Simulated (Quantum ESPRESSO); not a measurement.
Runs of Quantum ESPRESSO 7.5 on HfO2. The structure is cubic, space group Fm-3m (No. 225). The conventional cell has a = 5.115 Å, b = 5.115 Å, c = 5.115 Å, α = 90.00°, β = 90.00°, γ = 90.00°. Hf (site symmetry m-3m) is surrounded by 8 O at 2.21 Å. O (site symmetry -43m) is surrounded by 4 Hf at 2.21 Å. Measurements of this composition are mostly on another form, of space group No. 14.

```csv
task,level,potentials or basis,U,cell,k mesh,cutoff (eV),start of the occupations,hubbard projectors,mixing beta,q mesh,gap on the mesh (eV),pressure (GPa)
Hubbard U by linear response,PBE+U,GBRV 1.5 PBE,Hf d U = 8.0 eV,as given,6 × 6 × 6,612,default,atomic,0.3,2 × 2 × 2,(b),(a)
phonon dispersion,PBE,GBRV 1.5 PBE,-,relaxed,"4 × 4 × 4, shifted",612,-,-,0.5,2 × 2 × 2,-,0.0
dielectric tensor,PBE,PseudoDojo 0.4.1 SR PBE standard,-,as given,"6 × 6 × 6, shifted",1143,-,-,0.5,-,-,-4.9
Hubbard U by linear response,PBE+U,GBRV 1.5 PBE,Hf d U = 0.0001 eV,as given,6 × 6 × 6,612,default,atomic,0.3,2 × 2 × 2,3.77,-4.5
Hubbard U by linear response,PBE+U,GBRV 1.5 PBE,Hf d U = 4.0 eV,as given,6 × 6 × 6,612,default,atomic,0.3,2 × 2 × 2,4.55,3.8
```

Alike in all rows: no spin polarisation; smearing fermi-dirac 0.05 eV.

Question: Estimate the missing entries.

Answer: (a) 13.5; (b) 5.41.

Caveats: spin-orbit coupling is left out, which moves the levels of the heavy elements (some runs); some modes are imaginary (some runs); the cell is more than 3 GPa from zero pressure, which shifts response properties (some runs).

A k mesh can miss the band edges, and the runs leave out spin-orbit coupling on Hf.
